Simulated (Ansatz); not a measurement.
## One structure, 3 elements: VSi2, NbSi2, TaSi2

Plane-wave DFT in Ansatz with scalar-relativistic PAW potentials, cutoff 420 eV, Γ-centred meshes chosen by cell and gap, Gaussian smearing with energies taken to zero width. Every cell was relaxed (cell and atoms) in a run of its own, within the symmetry of its start. Functional: PBE.

All members share space group P6_222 and the same sites; only the element on one set of sites changes (V, Nb, Ta). Members needn't be the stable form of their composition. Energies over the elements, where given, are against the elements' standard states in the same functional (H₂, N₂, O₂ and halogens uncorrected, Hg as a solid). The first member:

Space group P6_222 (No. 180). a = 4.565 Å, b = 4.565 Å, c = 6.368 Å, α = 90.00°, β = 90.00°, γ = 120.00°
| atom | site | symmetry | x | y | z |
| --- | --- | --- | --- | --- | --- |
| V | 3d | 222 | 0.0000 | 0.5000 | 0.1667 |
| Si | 6j | ..2 | 0.8372 | 0.6744 | 0.5000 |

| compound | V (Å³/atom) | a (Å) | c (Å) | energy over elements (eV/atom) |
| --- | --- | --- | --- | --- |
| VSi2 | 12.77 | 4.565 | 6.368 | -0.484 |
| TaSi2 | 14.66 | 4.806 | 6.597 | -0.479 |

Predict the member with Nb.

V (Å³/atom) 14.74, a (Å) 4.812, c (Å) 6.615, energy over elements (eV/atom) -0.558. Interpolating linearly in period between V and Ta would give 13.71 Å³/atom (7.0 % too small), with -0.481 eV/atom over the elements. Over the whole series the volume has no steady trend down the group (least for V); all are metallic on the mesh; binding against the elements is strongest for Nb. Ta is no larger than Nb here (14.66 against 14.74 Å³/atom), as one expects from the lanthanide contraction and relativistic shrinking of 6s.

Spin-orbit coupling is left out, which matters for the bands of heavy elements.